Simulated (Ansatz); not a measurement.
# CuO (P4/mmm) in Ansatz: a series of runs, part 2 of 2

Ansatz 0.2.0.

## Step 6: Relaxation of cell and atoms, PBE, target pressure 20 GPa, at which the enthalpy is minimised

Input file input.yaml:

```yaml
crystal:
  lattice:
    - [4.160937, 0.0, 0.0]
    - [0.0, 4.160937, 0.0]
    - [0.0, 0.0, 3.887643]
  atoms:
    - { symbol: Cu, position: [0.5, 0.0, 0.5] }
    - { symbol: Cu, position: [0.0, 0.5, 0.5] }
    - { symbol: Cu, position: [0.0, 0.0, 0.0] }
    - { symbol: O, position: [0.0, 0.0, 0.5] }
    - { symbol: O, position: [0.5, 0.0, 0.0] }
    - { symbol: O, position: [0.0, 0.5, 0.0] }
hamiltonian:
  xc: pbe
  pseudopotentials: { kind: paw }
kpoints:
  mp_grid: { grid: [7, 7, 7] }
scf:
  occupations: { method: fermi_dirac, width: 0.05 }
output:
  forces: true
  stress: true
  eigenvalues: true
relax:
  f_tol: 0.01
  max_steps: 40
  cell: { stress_tol: 0.05, p_target: 20.0 }
```

Potentials or basis: Ansatz PAW.

Run with:

```bash
$ ansatz run input.yaml --threads 2 --pin off --max-ram 5632MiB --backend cpu --events-out ev --progress --plain --runs-dir out
```

The log of the run:

```text
Warning: RAYON_NUM_THREADS=2 ignored (pool sized by the plan → 2); use --threads N
Engine: ansatz 0.2.0, aarch64-unknown-linux-gnu
Pseudopotentials: kind: paw
Pseudopotential: Cu, paw, valence charge 19, recommended cutoff 420 eV (normal), Cu.paw.azcp
Pseudopotential: O, paw, valence charge 6, recommended cutoff 420 eV (normal), O.paw.azcp
Functional definition: PBE
  parameter kappa = 0.804
  parameter beta = 0.06672455060314922
  exchange = pbe_x(kappa = kappa, mu = beta*pi^2/3)
  correlation = pbe_c(beta = beta)
Crystal: 6 atoms, lattice volume = 67.308 Å³
Basis set: ecut = 420 eV, 1309 PW (Γ), exchange–correlation on 60×60×54 points (8 copies of the dense FFT grid, shifted against one another)
Bands: 45, of which v1, the nominal top of the filled ones, is band 38 counted from 1 (37 counted from 0)
Symmetry: 16 space group operations
Space group: P4/mmm (ITA 123), of the structure as read, at distance tolerance 4.1e-5 Å
k-points: 40 of 343
Non-local potential: Cu, projectors of the file, l = 0: 3, l = 1: 2, l = 2: 3, l = 3: 1
Non-local potential: O, projectors of the file, l = 0: 2, l = 1: 2, l = 2: 1
PAW form: soft (Blöchl's): semilocal exchange-correlation on the pseudo side does not see the compensation charge
PAW one-centre angular grid: Cu, 590 points (default); XC on 64 Gauss nodes
PAW one-centre angular grid: O, 110 points (default); XC on 64 Gauss nodes
Initial density: superposition of atomic densities (neutral atoms: chi_scale 0, normalization atom), corrected by the library's trained network
Initial wavefunctions: pseudopotential atomic-orbital guess
Functional: x = pbe(κ = 0.804, μ = 0.2195149727645171), c = pbe(β = 0.06672455060314922)
SCF iter   1: F=—  HF=-21572.179108 eV  |F-HF|=—  |Δ(HF+E_count)|=         —  Δρ=7.13e-3  dr2=2.94e-2  ethr=1.77e-3  ⟨swp⟩=6.1  Hψ=6403  notcnv=0  defer=5
preconditioner: auto → LDOS  [metal: Δε(μ)=0.016 eV  Ē_g=11.036 eV  σ=0.050 eV  W_gap=0.08  n_scr=26 (ndim 8)  ℏωp=32.3 eV  f_vac=0.127  D(μ)=3.55/eV (n_scr^D=30)  β→1.0]
SCF iter   2: F=—  HF=-21572.177680 eV  |F-HF|=—  |Δ(HF+E_count)|=   1.43e-3  Δρ=2.45e-3  dr2=2.02e-3  ethr=3.92e-5  ⟨swp⟩=2.0  Hψ=3042  notcnv=0  defer=65
SCF iter   3: F=—  HF=-21572.178759 eV  |F-HF|=—  |Δ(HF+E_count)|=   1.08e-3  Δρ=3.48e-3  dr2=4.73e-3  ethr=2.69e-6  ⟨swp⟩=2.0  Hψ=3362  notcnv=0  defer=65
SCF iter   4: F=—  HF=-21572.177560 eV  |F-HF|=—  |Δ(HF+E_count)|=   1.20e-3  Δρ=4.28e-4  dr2=1.10e-4  ethr=2.69e-6  ⟨swp⟩=2.0  Hψ=3107  notcnv=0  defer=65
SCF iter   5: F=—  HF=-21572.177557 eV  |F-HF|=—  |Δ(HF+E_count)|=   3.52e-6  Δρ=1.36e-4  dr2=9.66e-6  ethr=1.47e-7  ⟨swp⟩=2.4  Hψ=2494  notcnv=0  defer=65
SCF iter   6: F=—  HF=-21572.177472 eV  |F-HF|=—  |Δ(HF+E_count)|=   8.43e-5  Δρ=3.77e-5  dr2=8.26e-7  ethr=1.29e-8  ⟨swp⟩=2.1  Hψ=2779  notcnv=0  defer=65
SCF iter   7: F=—  HF=-21572.177472 eV  |F-HF|=—  |Δ(HF+E_count)|=   3.34e-8  Δρ=2.21e-5  dr2=2.50e-7  ethr=1.10e-9  ⟨swp⟩=1.2  Hψ=1753  notcnv=0  defer=65
SCF iter   8: F=-21572.177472 eV  HF=-21572.177472 eV  |F-HF|=9.54e-8  |Δ(HF+E_count)|=   1.11e-8  Δρ=1.32e-5  dr2=8.29e-8  ethr=1.33e-10  ⟨swp⟩=8.8  Hψ=6720  notcnv=0
SCF 1 converged in 8 iterations: F = -21572.177472 eV  dr2 = 8.29e-8
relax step   1: F+E_penalty+E_count = -21572.17747224 eV  Δ(F+E_penalty+E_count) = +0.000e0 eV  max|allowed force component| = 5.882e-28 eV/Å  Δτ_max = 0.0000 Å  P = +1.754 GPa  Ω = 67.308 Å³  (8 SCF iters, dr2 threshold 1.00e-7 eV, accepted)
Crystal: 6 atoms, lattice volume = 63.143 Å³
[... 93 lines left out ...]
relax step   8: F+E_penalty+E_count = -21571.72667656 eV  Δ(F+E_penalty+E_count) = +6.883e-4 eV  max|allowed force component| = 1.244e-28 eV/Å  Δτ_max = 0.0000 Å  P = +19.994 GPa  Ω = 60.009 Å³  stress off target by 8.78e-3 GPa  SCF on the basis re-selected at this cell (its energy is not comparable with the rows above)  (8 SCF iters)
basis re-selected at this cell: Δ(F+E_penalty+E_count) = +6.883e-4 eV, ΔP = -0.012 GPa vs the last step (what re-selecting the basis moved, of the pressure what is left beyond the Pulay correction that the steps carried, after the strain that the cell walked since its last selection, with what the two solves' SCF thresholds leave and, on support functions, any second-order correction that the steps lacked; it is no measure of the basis error at this ecutwfc). This SCF's stress stands 8.78e-3 GPa from its target on what of the cell is left free (relax.cell.stress_tol is 5.00e-2 GPa) and its largest allowed force component is 1.24e-28 eV/Å (relax.f_tol is 1.00e-2 eV/Å): within both
SCF converged after 8 iterations
Free energy (F): -21571.726677 eV
Harris-Foulkes:  -21571.726677 eV  (|F-HF|=4.00e-11)
Internal energy: -21571.704627 eV  (E = F + TS)
E sigma→0 (E₀):  -21571.715652 eV
Entropy (-TS):   -0.022050 eV (-3.675 meV/atom)
Fermi energy:    12.119439 eV
--- Per-component energies (eV) ---
  E_band       = -1289.851484
  E_kinetic    = 1421.037241
  E_local      = -15373.443352  (includes V_loc(G=0)·N_el)
  E_nonlocal   = 1321.747641
  E_hartree    = 6712.461359
  E_xc         = -487.829323
  E_vxc        = -626.499933  (∫ρ·V_xc dr)
  E_paw        = -5461.006743  (= ΣΔE_a)
  E_vpaw       = -1457.624427  (= ΣTr[D̂ρ^β])
  E_aug_tail   = 0.008533  (compensation charges beyond the density's cutoff)
  E_ewald      = -9704.679982
  E_smearing   = -0.022050  (= −TS)
  E_closure    = 0.000000  (closes the sum)
  Σ components = -21571.726677   (vs F -21571.726677, Δ=0.00e0)
--- Forces (eV/Å), atoms counted from 1 ---
  atom   1  Cu     0.00000000     0.00000000     0.00000000
  atom   2  Cu    -0.00000000     0.00000000     0.00000000
  atom   3  Cu     0.00000000    -0.00000000     0.00000000
  atom   4  O      0.00000000     0.00000000     0.00000000
  atom   5  O      0.00000000     0.00000000     0.00000000
  atom   6  O      0.00000000    -0.00000000     0.00000000
  max |Σ_I F_I| component: 1.63e-28 eV/Å
--- Stress (GPa, compression-positive) ---
       19.991219       0.000000       0.000000
        0.000000      19.991219       0.000000
        0.000000       0.000000      19.999269
  P = ⅓ Tr σ = 19.9939 GPa (199.939 kbar)
--- Band table (eV; the first three rows and the last of 40) ---
  k-point 0: bands = ["-100.8479", "-100.3087", "-100.3061", "-58.2258", "-58.2258", "-58.2169", "-57.7899", "-57.7899", "-57.7706", "-57.7680", "-57.5340", "-57.5340", "-8.7078", "-6.2974", "-5.6241", "5.3036", "5.5332", "5.5332", "8.2976", "8.2976", "8.5814", "8.6469", "8.6696", "8.6807", "8.6807", "8.9978", "9.4373", "9.4563", "9.5457", "9.8229", "9.8229", "10.0633", "10.1606", "10.1606", "10.4172", "10.5141", "10.5244", "10.5244", "10.7094", "13.5024", "18.9141", "20.5464", "21.3953", "21.3953", "23.7510"]
  k-point 1: bands = ["-100.8479", "-100.3087", "-100.3061", "-58.2258", "-58.2258", "-58.2168", "-57.7900", "-57.7900", "-57.7707", "-57.7680", "-57.5340", "-57.5340", "-8.6366", "-6.3166", "-5.5825", "5.0864", "5.5603", "5.5603", "7.7649", "7.7649", "7.8595", "7.9313", "8.6134", "8.6864", "9.1707", "9.1707", "9.4054", "9.5884", "9.5884", "9.6698", "10.0541", "10.1900", "10.1900", "10.2217", "10.4173", "10.8791", "10.8793", "10.8793", "11.0213", "14.1216", "19.2131", "20.9584", "21.1437", "21.1437", "22.6221"]
  k-point 2: bands = ["-100.8479", "-100.3087", "-100.3061", "-58.2256", "-58.2256", "-58.2167", "-57.7901", "-57.7901", "-57.7710", "-57.7680", "-57.5340", "-57.5340", "-8.4626", "-6.3752", "-5.4864", "4.7428", "5.6416", "5.6416", "6.5338", "6.9638", "7.1714", "7.1714", "8.6970", "8.7218", "9.1999", "9.1999", "9.3222", "9.7047", "9.7047", "9.7543", "10.0087", "10.3723", "10.3723", "10.4177", "10.7863", "11.1355", "11.3743", "11.3743", "11.7212", "15.5285", "19.7566", "20.6141", "20.6141", "21.8150", "22.0640"]
  k-point 39: bands = ["-100.8479", "-100.3074", "-100.3073", "-58.2259", "-58.2259", "-58.2173", "-57.8008", "-57.7783", "-57.7693", "-57.7692", "-57.5445", "-57.5243", "-7.9435", "-5.7547", "-5.6991", "3.3653", "3.8228", "3.8266", "6.1148", "6.2616", "6.2779", "6.3054", "6.6117", "9.3880", "9.3927", "9.4545", "9.7391", "9.8388", "9.8458", "9.9963", "10.4891", "10.7583", "10.9773", "11.4758", "12.1352", "13.1198", "13.4126", "13.4338", "13.6146", "13.8374", "19.4464", "20.7407", "20.7648", "21.8078", "21.8316"]
--- Relaxed structure (6 steps of the walk, 6 accepted, 2 SCFs on fresh bases) ---
  F+E_penalty+E_count = -21571.72667656 eV   max|allowed force component| = 1.244e-28 eV/Å   (the final SCF, on the basis selected at the relaxed cell)
  cell:  # Å, volume = 60.0094 Å³
    - [3.9374963158171585, 1.1450867056944668e-33, -2.9550620536743185e-33]
    - [1.9331033633766805e-33, 3.9374963158171585, -1.021959102931621e-33]
    - [-2.760966144703429e-33, -9.548359306565796e-34, 3.8706058692589114]
  atoms:
    - { symbol: Cu, position: [0.49999999999999994, -1.3560342018990649e-37, 0.49999999999999994] }
    - { symbol: Cu, position: [-1.0759848884943093e-33, 0.49999999999999994, 0.49999999999999994] }
    - { symbol: Cu, position: [1.2560775307915112e-33, 1.1074279315508423e-35, 0.0] }
    - { symbol: O, position: [-4.800304573297347e-34, -1.0079854234115833e-35, 0.49999999999999994] }
    - { symbol: O, position: [0.49999999999999994, -7.277383550191278e-36, 0.0] }
    - { symbol: O, position: [6.901140560589357e-34, 0.49999999999999994, 2.1382117680737565e-50] }
```

Wall time 33 s (2 threads of Arm Neoverse V1, shared host); peak memory 0.41 GiB.

What came out:

| Quantity | Value |
| --- | --- |
| Free energy | -21571.7267 eV |
| Relaxed volume | 10.00 Å³/atom |
| Relaxed cell | a = 3.937 Å, b = 3.937 Å, c = 3.871 Å, α = 90.00°, β = 90.00°, γ = 90.00° |
| Space group after relaxing (to 0.05 Å) | P4/mmm (No. 123) |
| Energy change on relaxing (the enthalpy is what falls) | +75.1 meV/atom |
| Ionic steps | 8 |
| Pressure after relaxing | 20.0 GPa |
| Band gap on the k mesh | none (metal or under the smearing width) |

Step by step:
```csv
step,energy change (eV),largest force (eV/Å),volume (Å³)
1,0.0000,0.0000,67.31
2,0.1502,0.0000,63.14
3,0.4827,0.0000,59.67
4,0.4141,0.0000,60.16
5,0.4146,0.0000,60.16
6,0.4328,0.0000,60.16
7,0.4501,0.0000,60.01
8,0.4508,0.0000,60.01
```

Final structure:
```xyz
6
Lattice="3.9375 0.0000 0.0000 0.0000 3.9375 0.0000 0.0000 0.0000 3.8706" Properties=species:S:1:pos:R:3 pbc="T T T"
Cu    1.9687    0.0000    1.9353
Cu    0.0000    1.9687    1.9353
Cu    0.0000    0.0000    0.0000
O     0.0000    0.0000    1.9353
O     1.9687    0.0000    0.0000
O     0.0000    1.9687    0.0000
```

Levels at points of the mesh, in eV from the Fermi level:
| k point | band 35 | band 36 | band 37 | band 38 | band 39 | band 40 | band 41 | band 42 |
| --- | --- | --- | --- | --- | --- | --- | --- | --- |
| (0.00, 0.00, 0.00) | -1.70 | -1.61 | -1.59 | -1.59 | -1.41 | 1.38 | 6.79 | 8.43 |

Caveat: the plane-wave basis is chosen anew once the cell has moved, so the energies of steps on either side of that aren't comparable; the pressure holds a Pulay correction of +0.7 GPa for the finite cutoff; an odd number of electrons without spin polarisation forces a metal; a magnetic or distorted state may lie lower; the run has no spin polarisation, though such a crystal can be magnetic; semilocal functionals often make such compounds metallic where correlation or magnetic order opens a gap, which also shifts bond lengths. With open d or f shells a metallic result of PBE can be an artefact of self-interaction; +U or a hybrid may open a gap.

## Step 7: Summary

```csv
cell,target pressure (GPa),gap on the mesh (eV),pressure (GPa)
relaxed,0,none,0.0
relaxed to 2 GPa,2,none,2.0
relaxed to 5 GPa,5,none,5.0
relaxed to 10 GPa,10,none,10.0
relaxed to 20 GPa,20,none,20.0
```

Alike in all rows: task relaxation of cell and atoms; level PBE; potentials or basis Ansatz PAW; no spin polarisation; k mesh 7 × 7 × 7; cutoff (eV) 420; smearing fermi-dirac 0.05 eV.

Caveats: the plane-wave basis is chosen anew once the cell has moved, so the energies of steps on either side of that aren't comparable; an odd number of electrons without spin polarisation forces a metal; a magnetic or distorted state may lie lower; the run has no spin polarisation, though such a crystal can be magnetic; semilocal functionals often make such compounds metallic where correlation or magnetic order opens a gap, which also shifts bond lengths.

Absolute energies hang on the potentials; compare differences alone.
